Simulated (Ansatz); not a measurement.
# NiSi2 (Si2Ni-type): how the settings move a single-point run

Question: which choices in the input matter for NiSi2 (Si2Ni-type)?

The COD entry's cell or inner coordinates are ideal or old and differ from later refinements, so a difference from it is no clean test against experiment.

Method: reference: DFT PBE, scalar-relativistic, plane waves, PAW, in Ansatz 0.2.0.

1 further run of the same task is left out (set aside as unsound or not needed). Runs told in other sessions of the task aren't counted.

**1. The structure to begin with**

The structure is cubic, space group Fm-3m (No. 225). The conventional cell has a = 5.443 Å, b = 5.443 Å, c = 5.443 Å, α = 90.00°, β = 90.00°, γ = 90.00°. Si (site symmetry -43m) has 4 Ni at 2.36 Å in its first shell of neighbours. Around Ni (site symmetry m-3m) lie 8 Si at 2.36 Å.

Structure file:

```cif
data_structure
_symmetry_space_group_name_H-M 'P 1'
_symmetry_Int_Tables_number 1
_cell_length_a 3.8490
_cell_length_b 3.8490
_cell_length_c 3.8490
_cell_angle_alpha 60.000
_cell_angle_beta 60.000
_cell_angle_gamma 60.000
_cell_volume 40.32
loop_
_atom_site_label
_atom_site_type_symbol
_atom_site_fract_x
_atom_site_fract_y
_atom_site_fract_z
_atom_site_occupancy
Si1 Si 0.25000 0.25000 0.25000 1
Si2 Si 0.75000 0.75000 0.75000 1
Ni1 Ni 0.00000 0.00000 0.00000 1
```

**2. Baseline**

File input.yaml:

```yaml
crystal:
  lattice:
    - [0.0, 2.7216542978, 2.7216542978]
    - [2.7216542978, 0.0, 2.7216542978]
    - [2.7216542978, 2.7216542978, 0.0]
  atoms:
    - { symbol: Si, position: [0.25, 0.25, 0.25] }
    - { symbol: Si, position: [0.75, 0.75, 0.75] }
    - { symbol: Ni, position: [0.0, 0.0, 0.0], spin: 0.05 }
basis:
  ecutwfc: 420
  ecutrho_ratio: 4
kpoints:
  mp_grid: { grid: [12, 12, 12] }
hamiltonian:
  xc: pbe
scf:
  occupations: { method: gaussian, width: 0.05 }
output:
  forces: true
  stress: true
  eigenvalues: true
  populations: true
magnetization:
  spin_polarized: true
```

Started as:

```
$ ansatz run input.yaml --threads 4 --pin off --max-ram 7168MiB --backend cpu --events-out ev --progress --plain --runs-dir out
```

The main lines of its log:

```text
[...]
Basis set: ecut = 420 eV, 749 PW (Γ), exchange–correlation on 54×54×54 points (8 copies of the dense FFT grid, shifted against one another)
[...]
Magnetic group: BNS 225.116 (UNI 1618), of the structure as read, at distance tolerance 3.4e-5 Å
k-points: 72 of 1728
[...]
SCF iter   1: F=—  HF=-7111.363976 eV  |F-HF|=—  |Δ(HF+E_count)|=         —  Δρ=3.73e-2 (↑3.73e-2 ↓3.33e-2)  dr2=1.28e0  dr2_m=3.27e-3  M=0.007 μB ∫|m|=0.011 μB  β_m=0.30  ethr=3.10e-3  ⟨swp⟩=5.8  Hψ=12682  notcnv=0
[...]
preconditioner: auto → Kerker (q_TF=auto, 2.536 Å⁻¹)  [metal: Δε(μ)=0.011 eV  Ē_g=8.608 eV  σ=0.050 eV  W_gap=0.13  n_scr=14 (ndim 8)  ℏωp=24.8 eV  f_vac=0.000  D(μ)=1.17/eV (n_scr^D=8)]
[...]
SCF iter   2: F=—  HF=-7111.063279 eV  |F-HF|=—  |Δ(HF+E_count)|=   3.01e-1  Δρ=2.55e-2 (↑2.22e-2 ↓2.55e-2)  dr2=1.15e0  dr2_m=2.25e-3  M=0.003 μB ∫|m|=0.006 μB  β_m=0.31  ethr=3.10e-3  ⟨swp⟩=2.6  Hψ=5127  notcnv=0  defer=107
[...]
SCF iter  11: F=—  HF=-7112.400678 eV  |F-HF|=—  |Δ(HF+E_count)|=   2.76e-6  Δρ=5.85e-6 (↑5.85e-6 ↓4.86e-6)  dr2=4.05e-8  dr2_m=1.10e-10  M=0.000 μB ∫|m|=0.000 μB  β_m=0.97  ethr=3.32e-10  ⟨swp⟩=3.0  Hψ=5045  notcnv=0  defer=120
SCF iter  12: F=-7112.400678 eV  HF=-7112.400678 eV  |F-HF|=1.42e-8  |Δ(HF+E_count)|=  1.88e-10  Δρ=3.61e-6 (↑3.47e-6 ↓3.61e-6)  dr2=1.66e-8  dr2_m=1.98e-12  M=0.000 μB ∫|m|=0.000 μB  ethr=1.56e-10  ⟨swp⟩=5.8  Hψ=10950  notcnv=0
[...]
SCF converged after 12 iterations
Magnetization: 0.0000 μB (13.0000 up, 13.0000 down)
[...]
Free energy (F): -7112.400678 eV
[...]
E sigma→0 (E₀):  -7112.399935 eV
[...]
Fermi energy:    12.895725 eV
[...]
  P = ⅓ Tr σ = 0.0096 GPa (0.096 kbar)
[...]
```

Wall time 2.3 s (4 threads of Arm Neoverse V2, shared host); peak memory 0.4 GiB.

**3. Variant: ecutwfc 14.7 Ry**

input.yaml: that of step 2 with these lines changed.

```diff
@@ -8,5 +8,5 @@
     - { symbol: Si, position: [0.75, 0.75, 0.75] }
-    - { symbol: Ni, position: [0.0, 0.0, 0.0], spin: 0.05 }
+    - { symbol: Ni, position: [0.0, 0.0, 0.0], spin: 0.8 }
 basis:
-  ecutwfc: 420
+  ecutwfc: "14.7 Ry"
   ecutrho_ratio: 4
@@ -21,4 +21,2 @@
   stress: true
-  eigenvalues: true
-  populations: true
 magnetization:
```

Started as:

```
$ ansatz run input.yaml --threads 4 --pin off --max-ram 7168MiB --backend cpu --events-out ev --progress --plain --runs-dir out
```

What it wrote (excerpt; [...] marks lines left out):

```text
Warning: basis.ecutwfc = 200.00368890801178 eV is below the records' recommended 420 eV, and the density's cutoff is lower with it unless basis.ecutrho_ratio is high enough to keep the records' density cutoff: compare with a run at a higher cutoff
Warning: basis.ecutrho_ratio = 4 (ecutrho = 800.0147556320471 eV) is below the records' recommended 1680 eV
Warning: RAYON_NUM_THREADS=4 ignored (pool sized by the plan → 4); use --threads N
[...]
Pseudopotentials: kind: paw
Pseudopotential: Si, paw, valence charge 4, recommended cutoff 420 eV (normal), Si.paw.azcp
Pseudopotential: Ni, paw, valence charge 18, recommended cutoff 420 eV (normal), Ni.paw.azcp
Functional definition: PBE
[...]
Crystal: 3 atoms, lattice volume = 40.321 Å³
Basis set: ecut = 200.00368890801178 eV, 259 PW (Γ), exchange–correlation on 36×36×36 points (8 copies of the dense FFT grid, shifted against one another)
Bands: 18, of which v1, the nominal top of the filled ones, is band 13 counted from 1 (12 counted from 0)
Symmetry: 48 space group operations
Space group: Fm-3m (ITA 225), of the structure as read, at distance tolerance 3.4e-5 Å
Magnetic group: BNS 225.116 (UNI 1618), of the structure as read, at distance tolerance 3.4e-5 Å
k-points: 72 of 1728
[...]
Starting moments: Σ|m| = 0.8 μB on 1 of 3 sites
[...]
SCF iter   1: F=—  HF=-7099.892092 eV  |F-HF|=—  |Δ(HF+E_count)|=         —  Δρ=1.79e-1 (↑1.79e-1 ↓7.89e-2)  dr2=1.30e1  dr2_m=1.10e0  M=0.036 μB ∫|m|=0.092 μB  β_m=0.30  ethr=3.10e-3  ⟨swp⟩=5.5  Hψ=11970  notcnv=0
[...]
spin=Collinear: Kerker preconditioning applied to the charge; magnetization (m = ρ↑ − ρ↓) channel mixes plain (no charge-response kernel on spin).
[...]
SCF iter  12: F=-7096.895718 eV  HF=-7096.895718 eV  |F-HF|=2.91e-11  |Δ(HF+E_count)|=  1.94e-10  Δρ=1.96e-7 (↑1.96e-7 ↓1.57e-7)  dr2=3.78e-11  dr2_m=1.87e-13  M=-0.000 μB ∫|m|=0.000 μB  ethr=1.82e-11  ⟨swp⟩=1.2  Hψ=6528  notcnv=0
[...]
WARN: the starting moments were not kept: the SCF closed with an absolute magnetisation of 6.1e-7 μB, where they sum to 0.8 μB in size (1 site). That is at most 0.1 of that sum. Measured as dr2_m measures the in/out step, that magnetisation stands 1.5e-13 eV from none, at or under the [...]
SCF converged after 12 iterations
Magnetization: -0.0000 μB (13.0000 up, 13.0000 down)
Absolute magnetization: 0.0000 μB (∫|ρ↑−ρ↓|, with the PAW one-centre terms)
Spin contamination: 0.0000 ħ² per cell (⟨S²⟩ above its minimum at these occupations)
Per-site moments (μB) at R_I (Å): [(-1.6114357792003367e-8, 0.9722714769132329), (-1.611435785322633e-8, 0.9722714769132328), (-1.2721764844264135e-7, 0.9722714769132328)]
Free energy (F): -7096.895718 eV
[...]
E sigma→0 (E₀):  -7096.894906 eV
Entropy (-TS):   -0.001623 eV (-0.541 meV/atom)
Fermi energy:    12.580664 eV
[...]
--- Forces (eV/Å), atoms counted from 1 ---
  atom   1  Si    -0.00000000     0.00000000    -0.00000000
  atom   2  Si    -0.00000000     0.00000000    -0.00000000
  atom   3  Ni    -0.00000000     0.00000000     0.00000000
[...]
--- Stress (GPa, compression-positive) ---
        2.324622      -0.000000      -0.000000
        0.000000       2.324622      -0.000000
       -0.000000       0.000000       2.324622
  P = ⅓ Tr σ = 2.3246 GPa (23.246 kbar)
```

It took 0.91 s on 4 threads of Arm Neoverse V2, shared host; peak memory 0.29 GiB.

Changing the cutoff moves the energy by +5.17 eV/atom, and the pressure goes from 0.0 to 2.3 GPa. The lower cutoff gives the higher energy: the smaller basis describes the state less well. The log warns that the cutoff is under what these potentials recommend, so the shift is basis error. These settings are too coarse to quote as the system's properties.

**4. A run with other settings**

File input.yaml:

```yaml
crystal:
  lattice:
    - [0.0, 2.7216542978, 2.7216542978]
    - [2.7216542978, 0.0, 2.7216542978]
    - [2.7216542978, 2.7216542978, 0.0]
  atoms:
    - { symbol: Si, position: [0.25, 0.25, 0.25] }
    - { symbol: Si, position: [0.75, 0.75, 0.75] }
    - { symbol: Ni, position: [0.0, 0.0, 0.0], spin: 0.8 }
  symmetry: { detect: false }
basis:
  ecutwfc: 420
  ecutrho_ratio: 4
  precision: f64
kpoints:
  mp_grid: { grid: [12, 12, 12] }
hamiltonian:
  xc: pbe
  hubbard: { sites: [{ species: Ni, l: d, u_eff: 5.0 }], double_counting: amf }
scf:
  occupations: { method: gaussian, width: 0.05 }
  eigensolver: { kind: davidson }
output:
  forces: true
  stress: true
magnetization:
  spin_polarized: true
```

Started as:

```
$ ansatz run input.yaml --threads 4 --pin off --max-ram 7168MiB --backend cpu --events-out ev --progress --plain --runs-dir out
```

What it wrote:

```text
Warning: RAYON_NUM_THREADS=4 ignored (pool sized by the plan → 4); use --threads N
Si: projections on atomic orbitals take those of the free atom [Ne] 3s2 3p2, of charge +0.00 (hamiltonian.pseudopotentials.projection_atoms); the dataset's partial waves leave at most 6.1e-8 of an orbital's norm unspanned inside its sphere
Ni: projections on atomic orbitals take those of the free atom [Ne] 3s2 3p6 3d8 4s2, of charge +0.00 (hamiltonian.pseudopotentials.projection_atoms); the dataset's partial waves leave at most 1.6e-6 of an orbital's norm unspanned inside its sphere
Engine: ansatz 0.2.0, aarch64-unknown-linux-gnu
[... 4 set-up lines as earlier in the session ...]
  parameter kappa = 0.804
  parameter beta = 0.06672455060314922
  exchange = pbe_x(kappa = kappa, mu = beta*pi^2/3)
  correlation = pbe_c(beta = beta)
davidson cushion auto → off  (block headroom 4 ≥ Hubbard manifold empty extent 1; pin scf.eigensolver.cushion to override)
Crystal: 3 atoms, lattice volume = 40.321 Å³
Basis set: ecut = 420 eV, 749 PW (Γ), exchange–correlation on 54×54×54 points (8 copies of the dense FFT grid, shifted against one another)
Bands: 18, of which v1, the nominal top of the filled ones, is band 13 counted from 1 (12 counted from 0)
Symmetry: 1 space group operations
k-points: 868 of 1728 (time reversal used)
Non-local potential: Si, projectors of the file, l = 0: 2, l = 1: 2, l = 2: 2
Non-local potential: Ni, projectors of the file, l = 0: 3, l = 1: 2, l = 2: 3, l = 3: 1
PAW form: soft (Blöchl's): semilocal exchange-correlation on the pseudo side does not see the compensation charge
PAW one-centre angular grid: Si, 110 points (default); XC on 64 Gauss nodes
PAW one-centre angular grid: Ni, 590 points (default); XC on 64 Gauss nodes
Initial density: superposition of atomic densities (chi_scale 0.1, normalization cell)
Starting moments: Σ|m| = 0.8 μB on 1 of 3 sites
Initial wavefunctions: pseudopotential atomic-orbital guess
Functional: x = pbe(κ = 0.804, μ = 0.2195149727645171), c = pbe(β = 0.06672455060314922)
iter 1 solved again at ethr=1.79e-2 eV; its pass at ethr=1.00e-1 eV (dr2=4.64e0 eV) is discarded
SCF iter   1: F=—  HF=-7113.173859 eV  |F-HF|=—  |Δ(HF+E_count)|=         —  Δρ=9.22e-2 (↑2.21e-2 ↓9.22e-2)  dr2=4.70e0  dr2_m=7.39e-1  M=0.111 μB ∫|m|=0.182 μB  β_m=0.30  ethr=1.79e-2  ⟨swp⟩=2.1  Hψ=160127  notcnv=0
preconditioner: auto → Kerker (q_TF=auto, 2.536 Å⁻¹)  [metal: Δε(μ)=0.008 eV  Ē_g=9.420 eV  σ=0.050 eV  W_gap=0.09  n_scr=14 (ndim 8)  ℏωp=24.8 eV  f_vac=0.000  D(μ)=0.96/eV (n_scr^D=8)]
spin=Collinear: Kerker preconditioning applied to the charge; magnetization (m = ρ↑ − ρ↓) channel mixes plain (no charge-response kernel on spin).
SCF iter   2: F=—  HF=-7112.721377 eV  |F-HF|=—  |Δ(HF+E_count)|=   4.52e-1  Δρ=4.92e-2 (↑4.92e-2 ↓2.76e-2)  dr2=8.74e-1  dr2_m=3.36e-1  M=0.110 μB ∫|m|=0.209 μB  β_m=0.30  ethr=1.79e-2  ⟨swp⟩=2.1  Hψ=62673  notcnv=0  defer=9
SCF iter   3: F=—  HF=-7112.605799 eV  |F-HF|=—  |Δ(HF+E_count)|=   1.16e-1  Δρ=3.35e-2 (↑2.45e-2 ↓3.35e-2)  dr2=7.17e-1  dr2_m=2.19e-1  M=0.090 μB ∫|m|=0.160 μB  β_m=0.30  ethr=3.36e-3  ⟨swp⟩=3.1  Hψ=66984  notcnv=0  defer=80
SCF iter   4: F=—  HF=-7112.419152 eV  |F-HF|=—  |Δ(HF+E_count)|=   1.87e-1  Δρ=2.57e-2 (↑2.57e-2 ↓9.14e-3)  dr2=1.21e-1  dr2_m=1.06e-1  M=0.106 μB ∫|m|=0.156 μB  β_m=0.30  ethr=2.76e-3  ⟨swp⟩=3.6  Hψ=75925  notcnv=0  defer=274
SCF iter   5: F=—  HF=-7112.431433 eV  |F-HF|=—  |Δ(HF+E_count)|=   1.23e-2  Δρ=1.82e-2 (↑1.82e-2 ↓9.52e-3)  dr2=4.32e-2  dr2_m=6.82e-2  M=0.091 μB ∫|m|=0.136 μB  β_m=0.30  ethr=4.66e-4  ⟨swp⟩=2.3  Hψ=63168  notcnv=0  defer=159
SCF iter   6: F=—  HF=-7112.436850 eV  |F-HF|=—  |Δ(HF+E_count)|=   5.42e-3  Δρ=1.99e-2 (↑3.48e-3 ↓1.99e-2)  dr2=8.26e-2  dr2_m=4.81e-2  M=0.071 μB ∫|m|=0.112 μB  β_m=0.30  ethr=1.66e-4  ⟨swp⟩=3.7  Hψ=86111  notcnv=0  defer=285
SCF iter   7: F=—  HF=-7112.440599 eV  |F-HF|=—  |Δ(HF+E_count)|=   3.75e-3  Δρ=1.11e-2 (↑6.27e-3 ↓1.11e-2)  dr2=7.03e-3  dr2_m=2.78e-2  M=0.069 μB ∫|m|=0.103 μB  β_m=0.30  ethr=1.66e-4  ⟨swp⟩=2.2  Hψ=62764  notcnv=0  defer=145
SCF iter   8: F=—  HF=-7112.445227 eV  |F-HF|=—  |Δ(HF+E_count)|=   4.63e-3  Δρ=8.50e-3 (↑5.60e-3 ↓8.50e-3)  dr2=2.79e-3  dr2_m=1.83e-2  M=0.062 μB ∫|m|=0.091 μB  β_m=0.30  ethr=2.70e-5  ⟨swp⟩=2.6  Hψ=58949  notcnv=0  defer=200
Mixer restart at iter 8: flushing history
spin-set hold released at iteration 8 (site moments contracting): the magnetisation degrees of freedom join the quasi-Newton model from the next iteration; the mixer history was flushed
[... 2 lines left out ...]
eigensolver tolerance schedule: the retry pair's looser diagonalisation over-reported the residual by 0.15 of it (diagonalisation noise at 0.15 of the residual, at the tolerance the schedule requests for it); recorded, not acted on — ethr = c·dr2/N_el stays at c = 1.0e-1
[... 1 line left out ...]
SCF iter  11: F=—  HF=-7112.448475 eV  |F-HF|=—  |Δ(HF+E_count)|=   7.73e-3  Δρ=3.96e-3 (↑3.96e-3 ↓2.91e-3)  dr2=2.66e-4  dr2_m=4.34e-3  M=0.043 μB ∫|m|=0.060 μB  β_m=0.45  ethr=2.35e-7  ⟨swp⟩=5.8  Hψ=120066  notcnv=0  defer=4
SCF iter  12: F=—  HF=-7112.449552 eV  |F-HF|=—  |Δ(HF+E_count)|=   1.08e-3  Δρ=3.94e-4 (↑1.96e-4 ↓3.94e-4)  dr2=1.23e-5  dr2_m=2.99e-5  M=0.012 μB ∫|m|=0.016 μB  β_m=0.72  ethr=2.35e-7  ⟨swp⟩=5.0  Hψ=95252  notcnv=0
SCF iter  13: F=—  HF=-7112.449632 eV  |F-HF|=—  |Δ(HF+E_count)|=   8.03e-5  Δρ=2.70e-4 (↑2.70e-4 ↓2.50e-4)  dr2=6.25e-5  dr2_m=1.24e-6  M=0.003 μB ∫|m|=0.004 μB  β_m=0.86  ethr=4.73e-8  ⟨swp⟩=4.6  Hψ=84921  notcnv=0
SCF iter  14: F=—  HF=-7112.449634 eV  |F-HF|=—  |Δ(HF+E_count)|=   2.08e-6  Δρ=1.49e-4 (↑2.58e-5 ↓1.49e-4)  dr2=7.51e-6  dr2_m=1.84e-6  M=0.002 μB ∫|m|=0.003 μB  β_m=0.93  ethr=4.73e-8  ⟨swp⟩=3.1  Hψ=65960  notcnv=0
SCF iter  15: F=—  HF=-7112.449635 eV  |F-HF|=—  |Δ(HF+E_count)|=   9.91e-7  Δρ=1.80e-5 (↑1.80e-5 ↓3.36e-6)  dr2=7.62e-8  dr2_m=3.36e-8  M=0.000 μB ∫|m|=0.000 μB  β_m=0.96  ethr=2.89e-8  ⟨swp⟩=2.7  Hψ=57461  notcnv=0
iter 16 did not close the SCF: its close was put off for a magnetic moment that had not settled (scf_convergence_deferred on its scf_iter line)
SCF iter  16: F=-7112.449635 eV  HF=-7112.449635 eV  |F-HF|=8.11e-8  |Δ(HF+E_count)|=   1.18e-7  Δρ=1.12e-5 (↑1.12e-5 ↓7.08e-6)  dr2=9.95e-8  dr2_m=2.69e-9  M=0.000 μB ∫|m|=0.000 μB  β_m=0.98  ethr=2.93e-10  ⟨swp⟩=4.5  Hψ=86855  notcnv=0
iter 17 did not close the SCF: its close was put off for a magnetic moment that had not settled (scf_convergence_deferred on its scf_iter line)
SCF iter  17: F=-7112.449635 eV  HF=-7112.449635 eV  |F-HF|=2.10e-10  |Δ(HF+E_count)|=   2.72e-9  Δρ=1.27e-6 (↑7.09e-7 ↓1.27e-6)  dr2=1.69e-9  dr2_m=7.12e-11  M=-0.000 μB ∫|m|=0.000 μB  β_m=0.98  ethr=2.93e-10  ⟨swp⟩=2.2  Hψ=54421  notcnv=0
SCF iter  18: F=-7112.449635 eV  HF=-7112.449635 eV  |F-HF|=5.13e-10  |Δ(HF+E_count)|=   1.38e-9  Δρ=1.14e-6 (↑7.37e-7 ↓1.14e-6)  dr2=1.16e-9  dr2_m=1.90e-11  M=0.000 μB ∫|m|=0.000 μB  ethr=6.49e-12  ⟨swp⟩=4.3  Hψ=77860  notcnv=0
SCF 1 converged in 18 iterations: F = -7112.449635 eV  dr2 = 1.16e-9
  Residual-converged pass: ⟨swp⟩=2.0  Hψ=38077  notcnv=0  max |occ|·‖R‖ = 6.7e-6 eV (tolerance 6.7e-6 eV)  dr2=1.17e-9  dr2_m=1.88e-11  dr2_onsite=2.81e-10  max |Δocc| = 2.4e-12
WARN: the starting moments were not kept: the SCF closed with an absolute magnetisation of 7.1e-6 μB, where they sum to 0.8 μB in size (1 site). That is at most 0.1 of that sum. Measured as dr2_m measures the in/out step, that magnetisation stands 6.4e-11 eV from none, at or under the dr2_threshold of 1.0e-7 eV: it is no larger than a step whose dr2_m would equal this threshold. The system may hold no moment; this SCF shows only that its start led to no more than that. To try another start: raise the starting moments (crystal.atoms[].spin, magnetization.per_species, magnetization.initial_magnetization, or on a non-collinear deck that types none of these the spinor_matrix: blocks that start its atoms; where the total moment is fixed, keep their sum and leave initial_magnetization as it is; typed ones take the place of any that the run laid by itself, positive ones on a crystal's lanthanoids without a Hubbard term where scf.initial_density.shell_occupations: [] is typed) or, if the notice of its spin-set hold's release reads "site moments contracting" or "site moments show no strong build", lengthen the hold (scf.mixing.spin_hold: { on: { confirm: 4 } }; for m-r²SCAN on two components see the key's manual first). Each may lead to a state that holds a moment. A second SCF, from the converged charge density, with the starting moments and any scf.initial_density.shell_occupations laid on it anew, would have followed, and was not run: the deck does not ask for one (magnetization.retry_lost_moments is false, the default). To let it run, set magnetization.retry_lost_moments: true and run the deck again, where that key's refused combinations let it; where memory then withholds it, that run's warning says so.
SCF converged after 18 iterations
Magnetization: 0.0000 μB (13.0000 up, 13.0000 down)
Absolute magnetization: 0.0000 μB (∫|ρ↑−ρ↓|, with the PAW one-centre terms)
Spin contamination: 0.0000 ħ² per cell (⟨S²⟩ above its minimum at these occupations)
Per-site moments (μB) at R_I (Å): [(2.423314179100368e-7, 0.9722714769132329), (2.423485275510254e-7, 0.9722714769132328), (4.088391475032805e-6, 0.9722714769132328)]
Free energy (F): -7112.449635 eV
Harris-Foulkes:  -7112.449635 eV  (|F-HF|=5.13e-10)
Internal energy: -7112.447662 eV  (E = F + TS)
E sigma→0 (E₀):  -7112.448649 eV
Entropy (-TS):   -0.001973 eV (-0.658 meV/atom)
Fermi energy:    12.939986 eV
--- Per-component energies (eV) ---
  E_band       = -351.696724
  E_kinetic    = 369.232125
  E_local      = -4931.924910  (includes V_loc(G=0)·N_el)
  E_nonlocal   = 679.333505
  E_hartree    = 2131.558948
  E_xc         = -198.852041
  E_vxc        = -207.927033  (∫ρ·V_xc dr)
  E_hubbard    = -0.057635  (on-site DFT+U / exact-exchange correction)
  E_vhub       = -0.115271  (the Hubbard potential's part of the band-sum identity)
  E_paw        = -2651.215356  (= ΣΔE_a)
  E_vpaw       = -523.410977  (= ΣTr[D̂ρ^β])
  E_aug_tail   = 0.000606  (compensation charges beyond the density's cutoff)
  E_ewald      = -2510.522904
  E_smearing   = -0.001973  (= −TS)
  E_closure    = 0.000000  (closes the sum)
  Σ components = -7112.449635   (vs F -7112.449635, Δ=0.00e0)
DFT+U double counting: amf (around mean field; hamiltonian.hubbard.double_counting)
--- Forces (eV/Å), atoms counted from 1 ---
  atom   1  Si    -0.00000000     0.00000000     0.00000000
  atom   2  Si     0.00000000    -0.00000000    -0.00000000
  atom   3  Ni     0.00000000     0.00000000     0.00000000
  max |Σ_I F_I| component: 1.11e-9 eV/Å
--- Stress (GPa, compression-positive) ---
        0.252315      -0.000000      -0.000000
       -0.000000       0.252315      -0.000000
       -0.000000      -0.000000       0.252315
  P = ⅓ Tr σ = 0.2523 GPa (2.523 kbar)
Occupation matrices written to <dir>
Error: SIGTERM received: cancelled ahead of the end of the searches for a lower state and the checks behind the self-consistent cycle: the result that stood is reported, with what was made of it, and may lie above the state on which the run would have ended. A resume of <dir> goes on from the state saved last, or from a result that was left at `state.next`, and makes the searches and checks that nothing else bars: give the resume the same folder of runs
Name the folder of runs with --runs-dir
```

Run time: 61 s. Hardware: 4 threads of Arm Neoverse V2, shared host.

**5. Reading the log**

The clock ran out. Its main SCF had converged; what was cut off is the work after it.

(Part 1 of 2 ends here.)
